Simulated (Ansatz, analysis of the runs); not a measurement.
# Conductance against length: SiH2(OSiH2)1 chain with methyl sulfide ends, between Au (111) faces with adatoms, and longer members, part 2 of 3

Wanted: G and thermopower along the series, and a fit against length.

Ansatz 0.2.0; DFT PBE, plane waves, PAW; relaxation of a junction, electrodes held but for their tips (the session's first sound run).

So far. Step 2 (Relaxing the junction, 91 atoms, molecule siloxane 1 …): The largest force component on a free atom ends at 0.037 eV/Å, under the limit of 0.05. The apex atoms end 10.24 Å apart, and their nearest bridge atoms lie at 2.41 Å (Au–S) and 2.41 Å (Au–S).

## 3. Transmission between the leads, 91 atoms, molecule siloxane 1, methyl sulfide ends, units 1

This step: DFT PBE, plane waves, PAW; transmission of a junction between electrodes (Ansatz 0.2.0).

The cell is now read as a scatterer between two semi-infinite leads, named by two sites one period apart. The scattering states in its self-consistent potential are matched to the leads' states at each energy. A mesh across the current samples the surface zone of the faces.

File input.yaml:

```yaml
crystal:
  lattice:
    - [8.8246926292, 0.0, 0.0]
    - [4.4123463146, 7.6424079975, 0.0]
    - [0.0, 0.0, 31.4365220531]
  atoms:
    - { symbol: Au, position: [0.722222222, 0.722222222, 0.0] }
    - { symbol: Au, position: [0.722222222, 0.055555556, 0.0] }
    - { symbol: Au, position: [0.722222222, 0.388888889, 0.0] }
    - { symbol: Au, position: [0.055555556, 0.722222222, 0.0] }
    - { symbol: Au, position: [0.055555556, 0.055555556, 0.0] }
    - { symbol: Au, position: [0.055555556, 0.388888889, 0.0] }
    - { symbol: Au, position: [0.388888889, 0.722222222, 0.0] }
    - { symbol: Au, position: [0.388888889, 0.055555556, 0.0] }
    - { symbol: Au, position: [0.388888889, 0.388888889, 0.0] }
    - { symbol: Au, position: [0.833333333, 0.833333333, 0.076400854] }
    - { symbol: Au, position: [0.833333333, 0.166666667, 0.076400854] }
    - { symbol: Au, position: [0.833333333, 0.5, 0.076400854] }
    - { symbol: Au, position: [0.166666667, 0.833333333, 0.076400854] }
    - { symbol: Au, position: [0.166666667, 0.166666667, 0.076400854] }
    - { symbol: Au, position: [0.166666667, 0.5, 0.076400854] }
    - { symbol: Au, position: [0.5, 0.833333333, 0.076400854] }
    - { symbol: Au, position: [0.5, 0.166666667, 0.076400854] }
    - { symbol: Au, position: [0.5, 0.5, 0.076400854] }
    - { symbol: Au, position: [0.944444444, 0.944444444, 0.152801707] }
    - { symbol: Au, position: [0.944444444, 0.277777778, 0.152801707] }
    - { symbol: Au, position: [0.944444444, 0.611111111, 0.152801707] }
    - { symbol: Au, position: [0.277777778, 0.944444444, 0.152801707] }
    - { symbol: Au, position: [0.277777778, 0.277777778, 0.152801707] }
    - { symbol: Au, position: [0.277777778, 0.611111111, 0.152801707] }
    - { symbol: Au, position: [0.611111111, 0.944444444, 0.152801707] }
    - { symbol: Au, position: [0.611111111, 0.277777778, 0.152801707] }
    - { symbol: Au, position: [0.611111111, 0.611111111, 0.152801707] }
    - { symbol: Au, position: [0.055555556, 0.055555556, 0.229202561] }
    - { symbol: Au, position: [0.055555556, 0.388888889, 0.229202561] }
    - { symbol: Au, position: [0.055555556, 0.722222222, 0.229202561] }
[... 55 atom lines left out ...]
    - { symbol: Au, position: [0.944444444, 0.611111111, 0.923599146] }
    - { symbol: Au, position: [0.944444444, 0.944444444, 0.923599146] }
    - { symbol: Au, position: [0.944444444, 0.277777778, 0.923599146] }
    - { symbol: Au, position: [0.277777778, 0.611111111, 0.923599146] }
    - { symbol: Au, position: [0.277777778, 0.944444444, 0.923599146] }
    - { symbol: Au, position: [0.277777778, 0.277777778, 0.923599146] }
kpoints:
  mp_grid: { grid: [4, 4, 1] }
scf:
  occupations: { method: fermi_dirac, width: 0.1 }
hamiltonian:
  xc: pbe
output:
  transmission: { leads: [[82, 0]], e_range: [-0.7, 0.7], de: 0.035, kmesh: [4, 4] }
  dos: { projected: true, e_range: [-5, 4] }
  write_potential: true
  write_density: true
  volumetric_format: npy
```

Atom lines that are left out differ too.

The run is started by

```console
> ansatz run input.yaml --threads 16 --pin off --max-ram 61440MiB --backend cuda --events-out ev --progress --plain --runs-dir out --max-vram 78GiB
```

Numbers of over 12 decimals in the logs are rounded to 6 here.

The log of the run:

```text
Warning: at least one further symmetry operation maps every atom of the structure, as the run holds it, onto an atom to within 2.03e-5 (fractional), and is not used: no operation is sought that the atoms, as the run holds them, miss by more than 2.00e-5, twice crystal.symmetry.tolerance (1.0e-5). The run uses 1 unitary operations. The run imposes no operation that its atoms and lattice do not hold. Figures that only  [...]
[...]
Crystal: 91 atoms, lattice volume = 2120.139 Å³
Basis set: ecut = 420 eV, 41439 PW (Γ)
Bands: 870, of which v1, the nominal top of the filled ones, is band 725 counted from 1 (724 counted from 0)
Symmetry: 1 space group operations
[...]
k-points: 10 of 16 (time reversal used)
[...]
SCF iter   1: F=—  HF=-977352.023871 eV  |F-HF|=—  |Δ(HF+E_count)|=         —  Δρ=3.66e-3  dr2=8.72e0  ethr=1.77e-3  ⟨swp⟩=6.0  Hψ=33785  notcnv=0  defer=34
[...]
SCF iter   3: F=—  HF=-977351.688938 eV  |F-HF|=—  |Δ(HF+E_count)|=   1.34e-2  Δρ=2.76e-3  dr2=3.43e-1  ethr=2.91e-5  ⟨swp⟩=2.3  Hψ=14738  notcnv=0  defer=871
[...]
SCF 1 converged in 9 iterations: F = -977351.627662 eV  dr2 = 8.92e-8
[...]
SCF converged after 9 iterations
[...]
--- Transmission ---
  basis      : 595 plane waves across, 49 finite elements along
  points     : 10, standing for a mesh of 4 x 4
  on the GPU : 10 of these points
  filling    : by the input's occupations and mesh, since the crystals that have channels conduct as metals do. If one of these is a semiconductor, that mesh has misplaced its level
  energies   : 41 from -0.700000 to 0.700000 eV about the Fermi level, 0.035000 eV apart; the leads are filled to 0.000000 eV, and channels, transmission and decay are at 0.000000 eV
  crystal 0  : Au9, at the sites [82, 0], period 2.4018 Å, over 19.21 Å; its Hamiltonian steps by up to 22.2 meV
    offset         : up to 0.0000 Å between an atom of the period and one for which it stands
    filled         : 0.2 meV under the level at which it is neutral
    channels       : 7.687500e0 a spin
    conductance    : 8.8273e14 S/m² at 300 K; may be off by some 0.0 % by where its bands' edges are placed, 11.4 % from the k-mesh, 0.0 % from the distance to neutral
  junction   : crystal 0 to crystal 0, -0.50 to 28.53 Å
    transmission   : 1.879432e-3 a spin
    conductance    : 2.1730e11 S/m² at 300 K (1.6551e11 on every other point, 2.1637e11 on every other energy)
    error estimate : 0.4 % from the energy spacing and 86.0 % from band edges of the leads and from resonances (wavevectors taken as independent; lower de), 45.8 % from the k-mesh, 6.7 % from the steps of its leads' Hamiltonians or their offsets (lay more layers), 0.0 % from the distance to neutral
    resistance     : 4.6008e0 Ω µm² beyond half of each lead's own
```

Elapsed: 4.3 min, on 1 × NVIDIA GB200 with 16 threads of Arm Neoverse V2, shared host; peak memory 19 GiB; 32 min of CPU time.

This step gave:

```
energy at zero smearing                                      : -977351.1514 eV
transmission at the energy nearest the Fermi level, one spin : 0.001879
step of the lead's Hamiltonian                               : 22.2 meV
conductance of the junction                                  : 0.001891 G₀
conductance of the bulk lead, a 3×3 cell, mean over the mesh : 7.684 G₀
channels of the bulk lead, one spin, mean over the mesh      : 7.688
```

The transmission, one spin by energy, zero at the Fermi level:

energy (eV), transmission, one spin and a bar from the least value:
```
   -0.700    0.00104 
   -0.630    0.00117 #
   -0.560    0.00141 ####
   -0.490    0.00168 #######
   -0.420    0.00140 ####
   -0.350    0.00130 ###
   -0.315    0.00132 ###
   -0.245    0.00141 ####
   -0.175    0.00152 #####
   -0.105    0.00163 #######
   -0.035    0.00179 #########
    0.000    0.00188 ##########
    0.035    0.00198 ###########
    0.105    0.00224 ##############
    0.175    0.00270 ###################
    0.210    0.00353 #############################
    0.245    0.00347 ############################
    0.315    0.00206 ############
    0.350    0.00200 ###########
    0.420    0.00212 #############
    0.490    0.00237 ###############
    0.560    0.00270 ###################
    0.630    0.00312 ########################
    0.700    0.00362 ##############################
```

The open channels of the lead, one spin by energy, zero at the Fermi level:

energy (eV), open channels of the lead, one spin and a bar from the least value:
```
   -0.700       5.69 
   -0.665       5.81 ##
   -0.630       5.81 ##
   -0.595       5.81 ##
   -0.560       5.81 ##
   -0.525       5.81 ##
   -0.490       5.81 ##
   -0.420       6.56 #############
   -0.385       6.56 #############
   -0.350       6.56 #############
   -0.315       7.31 ########################
   -0.280       7.69 ##############################
   -0.245       7.69 ##############################
   -0.210       7.69 ##############################
   -0.175       7.69 ##############################
   -0.140       7.69 ##############################
   -0.105       7.69 ##############################
   -0.070       7.69 ##############################
   -0.035       7.69 ##############################
    0.000       7.69 ##############################
    0.035       7.69 ##############################
    0.070       7.69 ##############################
    0.105       7.69 ##############################
    0.140       7.69 ##############################
    0.175       7.69 ##############################
    0.210       7.69 ##############################
    0.245       7.31 ########################
    0.280       7.31 ########################
    0.315       7.31 ########################
    0.350       7.31 ########################
    0.385       7.31 ########################
    0.420       7.31 ########################
    0.490       7.31 ########################
    0.525       7.31 ########################
    0.560       7.31 ########################
    0.595       7.31 ########################
    0.630       7.31 ########################
    0.665       7.31 ########################
    0.700       7.31 ########################
```

The planar mean of the electrostatic potential energy, less the Fermi level oscillates, so the rows of the table below give means over windows of 1 Å about each position, cut where the curve ends. Its maxima inside the range that stand out by 2 % of the span (Å: eV): 1.2: 0.898, 3.6: 0.914, 6.1: 0.765, 8.7: 2.99, 10.5: 3.50, 12.4: 0.522, 13.8: 2.48, 16.7: 0.506, 18.6: 3.50, 20.4: 3.03, 23.0: 0.956, 25.5: 0.912, 27.9: 0.679, 30.3: 0.895. Its minima: 2.5: -16.1, 4.8: -16.2, 7.3: -15.9, 9.5: 2.31, 11.9: -0.0109, 12.8: 0.0883, 16.3: 0.0896, 17.2: -0.0606, 19.6: 2.32, 21.8: -16.0, 24.3: -16.1, 26.6: -16.2, 29.1: -16.1.

Planar mean of the electrostatic potential energy, less the Fermi level against z; means over each step:

```tsv
z (Å)	planar mean of the electrostatic potential energy, less the Fermi level (eV)
0	-13.8
1	-2.66
2	-10.8
3	-7.82
4	-4.88
5	-13.1
6	-1.60
7	-12.8
8	-4.15
9	2.63
10	2.90
11	2.23
12	0.290
13	0.668
14	2.25
15	2.25
16	0.732
17	0.262
18	2.14
19	2.94
20	2.60
21	-3.51
22	-13.1
23	-1.79
24	-12.8
25	-5.30
26	-7.28
27	-11.2
28	-2.51
29	-13.8
30	-2.86
31	-8.95
```

By hand: the program gives 2.1730 × 10^11 S/m² over the cell's cross-section of 67.44 Å² = 6.744 × 10^-19 m², so one cell conducts 1.466 × 10^-7 S. Divided by G0 = 2e²/h = 7.748 × 10^-5 S this is 0.00189 G0, a resistance of 6824 kΩ.

The conductance is 0.00189 G₀. The value hangs on where a semilocal functional puts the molecule's levels, which is known only roughly. The lead's Hamiltonian steps by 22.2 meV, which the program lets pass, though it counts in the error estimate. The largest term of the program's error estimate is 86 %, from band edges of the leads and from resonances.

## 4. Conductance and thermopower from T(E), 91 atoms

This step: Landauer integrals over the computed T(E), interpolated linearly between its energies (analysis of the runs above).

Conductance and thermopower are moments of T(E) over the thermal window; sliding the window along E stands for a gate that leaves T(E) rigid.

Numbers from this step:

```yaml
conductance_at_300_k_interpolated_from_t_e: 0.001894 G₀
thermopower_at_300_k: -11.34 μV/K
lorenz_number_over_l0: 1.020
```

T(E) held rigid; rough near sharp steps of T(E). Table of conductance at 300 K by shift of the leads' level:

```tsv
shift of the leads' level (eV)	conductance at 300 K (G₀)
-0.350	0.00134
-0.300	0.00135
-0.250	0.00141
-0.200	0.00148
-0.150	0.00156
-0.100	0.00166
-0.050	0.00176
0.000	0.00189
0.050	0.00206
0.100	0.00227
0.150	0.00260
0.200	0.003
0.250	0.00294
0.300	0.00242
0.350	0.00213
```

T(E) held rigid; rough near sharp steps of T(E). Table of thermopower at 300 K by shift of the leads' level:

```tsv
shift of the leads' level (eV)	thermopower at 300 K (μV/K)
-0.350	1.80
-0.300	-3.94
-0.250	-6.55
-0.200	-7.58
-0.150	-8.18
-0.100	-8.92
-0.050	-9.92
0.000	-11.3
0.050	-13.5
0.100	-17.1
0.150	-20.5
0.200	-9.90
0.250	16.3
0.300	24.8
0.350	9.32
```

The two levels move by half the bias each and T(E) is held rigid. Current from the zero-bias T(E) against bias:

```tsv
bias (V)	current from the zero-bias T(E) (μA)
0.000	0
0.100	0.0147
0.200	0.0297
0.300	0.0453
0.400	0.0621
0.500	0.0794
0.600	0.0951
0.700	0.109
0.800	0.122
```

By hand, Mott's formula: S = −(π²k²T/3e) d ln T/dE, and π²k²T/3e = 7.33 μV/K × eV at 300 K. The computed T is 0.00171 at -0.070 eV and 0.00211 at +0.070 eV, so d ln T/dE ≈ 1.50 per eV and S ≈ -11.0 μV/K, against -11.3 from the integrals.

The thermopower is -11.3 μV/K. The Lorenz ratio is 1.02, where the Wiedemann-Franz law gives 1. These values rest on a semilocal level alignment and on the mesh across the current. Moving the level by up to 0.1 eV either way gives -17 to -8.9 μV/K.

## 5. Relaxing the junction, 95 atoms, molecule siloxane 2, methyl sulfide ends, units 2

This step: DFT PBE, plane waves, PAW; relaxation of a junction, electrodes held but for their tips (Ansatz 0.2.0).

System of this step: SiH2(OSiH2)2 chain with methyl sulfide ends, between Au (111) faces with adatoms. The cell holds 95 atoms: 74 Au, 2 S, 2 C, 3 Si, 2 O and 12 H. Cell: a = 8.825 Å, b = 8.825 Å, c = 33.860 Å, α = 90.0°, β = 90.0°, γ = 60.0°. Electrodes: Au (111) 3x3 face with an adatom; the apex atoms were set 12.580 Å apart; the free molecule is CS[SiH2]O[SiH2]O[SiH2]SC. Regions: lower lead, 37 atoms (37 Au); bridge, 21 atoms (2 S, 2 C, 3 Si, 2 O and 12 H); upper lead, 37 atoms (37 Au). The structure is stacked along c, and the current runs across the ab planes.

The bridge and the electrodes' tips relax, while 72 atoms stay at the lead's spacing, so that the ends still repeat as a lead.

File input.yaml:

```yaml
crystal:
  lattice:
    - [8.8246926292, 0.0, 0.0]
    - [4.4123463146, 7.6424079975, 0.0]
    - [0.0, 0.0, 33.8597293474]
  atoms:
    - { symbol: Au, position: [0.722222222, 0.722222222, 0.0] }
    - { symbol: Au, position: [0.722222222, 0.055555556, 0.0] }
    - { symbol: Au, position: [0.722222222, 0.388888889, 0.0] }
    - { symbol: Au, position: [0.055555556, 0.722222222, 0.0] }
    - { symbol: Au, position: [0.055555556, 0.055555556, 0.0] }
    - { symbol: Au, position: [0.055555556, 0.388888889, 0.0] }
    - { symbol: Au, position: [0.388888889, 0.722222222, 0.0] }
    - { symbol: Au, position: [0.388888889, 0.055555556, 0.0] }
    - { symbol: Au, position: [0.388888889, 0.388888889, 0.0] }
    - { symbol: Au, position: [0.833333333, 0.833333333, 0.070933146] }
    - { symbol: Au, position: [0.833333333, 0.166666667, 0.070933146] }
    - { symbol: Au, position: [0.833333333, 0.5, 0.070933146] }
    - { symbol: Au, position: [0.166666667, 0.833333333, 0.070933146] }
    - { symbol: Au, position: [0.166666667, 0.166666667, 0.070933146] }
    - { symbol: Au, position: [0.166666667, 0.5, 0.070933146] }
    - { symbol: Au, position: [0.5, 0.833333333, 0.070933146] }
    - { symbol: Au, position: [0.5, 0.166666667, 0.070933146] }
    - { symbol: Au, position: [0.5, 0.5, 0.070933146] }
    - { symbol: Au, position: [0.944444444, 0.944444444, 0.141866292] }
    - { symbol: Au, position: [0.944444444, 0.277777778, 0.141866292] }
    - { symbol: Au, position: [0.944444444, 0.611111111, 0.141866292] }
    - { symbol: Au, position: [0.277777778, 0.944444444, 0.141866292] }
    - { symbol: Au, position: [0.277777778, 0.277777778, 0.141866292] }
    - { symbol: Au, position: [0.277777778, 0.611111111, 0.141866292] }
    - { symbol: Au, position: [0.611111111, 0.944444444, 0.141866292] }
    - { symbol: Au, position: [0.611111111, 0.277777778, 0.141866292] }
    - { symbol: Au, position: [0.611111111, 0.611111111, 0.141866292] }
    - { symbol: Au, position: [0.055555556, 0.055555556, 0.212799438] }
    - { symbol: Au, position: [0.055555556, 0.388888889, 0.212799438] }
    - { symbol: Au, position: [0.055555556, 0.722222222, 0.212799438] }
[... 59 atom lines left out ...]
    - { symbol: Au, position: [0.944444444, 0.611111111, 0.929066854] }
    - { symbol: Au, position: [0.944444444, 0.944444444, 0.929066854] }
    - { symbol: Au, position: [0.944444444, 0.277777778, 0.929066854] }
    - { symbol: Au, position: [0.277777778, 0.611111111, 0.929066854] }
    - { symbol: Au, position: [0.277777778, 0.944444444, 0.929066854] }
    - { symbol: Au, position: [0.277777778, 0.277777778, 0.929066854] }
kpoints:
  mp_grid: { grid: [2, 2, 1] }
scf:
  occupations: { method: fermi_dirac, width: 0.1 }
hamiltonian:
  xc: pbe
relax:
  constraints:
    - { sites: [0, 1, 2, 3, 4, 5, 6, 7, 8, 9, 10, 11, 12, 13, 14, 15, 16, 17, 18, 19, 20, 21, 22, 23, 24, 25, 26, 27, 28, 29, 30, 31, 32, 33, 34, 35, 59, 60, 61, 62, 63, 64, 65, 66, 67, 68, 69, 70, 71, 72, 73, 74, 75, 76, 77, 78, 79, 80, 81, 82, 83, 84, 85, 86, 87, 88, 89, 90, 91, 92, 93, 94] }
  f_tol: 0.05
  max_steps: 35
```

The log of the run:

```text
[...]
Crystal: 95 atoms, lattice volume = 2283.565 Å³
Basis set: ecut = 420 eV, 44627 PW (Γ), exchange–correlation on 120×120×480 points (8 copies of the dense FFT grid, shifted against one another)
Bands: 878, of which v1, the nominal top of the filled ones, is band 731 counted from 1 (730 counted from 0)
Symmetry: 1 space group operations
[...]
k-points: 4
[...]
- { symbol: H, position: [0.673359, 0.697047, 0.597313] }
    - { symbol: Au, position: [0.500777, 0.491737, 0.651475] }
    - { symbol: Au, position: [0.277777778, 0.277778, 0.716267] }
    - { symbol: Au, position: [0.277777778, 0.611111, 0.716267] }
    - { symbol: Au, position: [0.277778, 0.944444, 0.716267] }
    - { symbol: Au, position: [0.611111111, 0.277778, 0.716267] }
[...]
- { symbol: Au, position: [0.944444, 0.277778, 0.929066854] }
    - { symbol: Au, position: [0.277777778, 0.611111, 0.929066854] }
    - { symbol: Au, position: [0.277778, 0.944444, 0.929066854] }
    - { symbol: Au, position: [0.277777778, 0.277778, 0.929066854] }
```

Elapsed: 67 s, on 1 × NVIDIA GB200 with 16 threads; peak memory 2 GiB; 3.3 min of CPU time.

Step by step (22 of 29):

```tsv
step	energy less that of the first step (eV)	largest force component (eV/Å)
1	0.0000	0.7161
2	-0.0717	0.5152
4	-0.1519	0.0813
5	-0.1678	0.0984
6	-0.1765	0.1200
8	-0.1883	0.1056
9	-0.1908	0.0687
10	-0.1915	0.0702
12	-0.1965	0.0328
13	-0.1965	0.0328
14	-0.1962	0.2743
16	-0.1999	0.0924
17	-0.2011	0.1283
18	-0.2020	0.1839
20	-0.2061	0.1069
21	-0.2086	0.0520
22	-0.2109	0.0944
24	-0.2137	0.0706
25	-0.2155	0.0371
26	-0.2171	0.0731
28	-0.2193	0.0685
29	-0.2205	0.0208
```

Relaxation step 14 was tried and not accepted.

The atoms that moved most (Å):

```tsv
atom	dx	dy	dz	length
H53	1.779	0.441	-0.580	1.922
H52	0.493	1.550	0.476	1.695
H56	0.702	0.180	0.486	0.872
Si42	0.685	0.529	-0.073	0.869
H58	0.452	-0.158	0.677	0.829
H50	0.140	-0.709	-0.028	0.724
H49	0.068	-0.521	-0.486	0.716
H54	0.604	0.170	-0.279	0.686
```

The largest force component on a free atom ends at 0.021 eV/Å, under the limit of 0.05. The apex atoms end 12.66 Å apart, and their nearest bridge atoms lie at 2.41 Å (Au–S) and 2.40 Å (Au–S).

[end of part 2 of 3]

[Logs are printed without paths, hosts, clocks, repeated set-up lines and the standing remarks that a program may print on its own settings, such as how far it seeks lower states.]

[Hosts, paths, dates, database ids (printed as entryN), source tags and the programs' standing remarks are cut or masked in the printed files.]
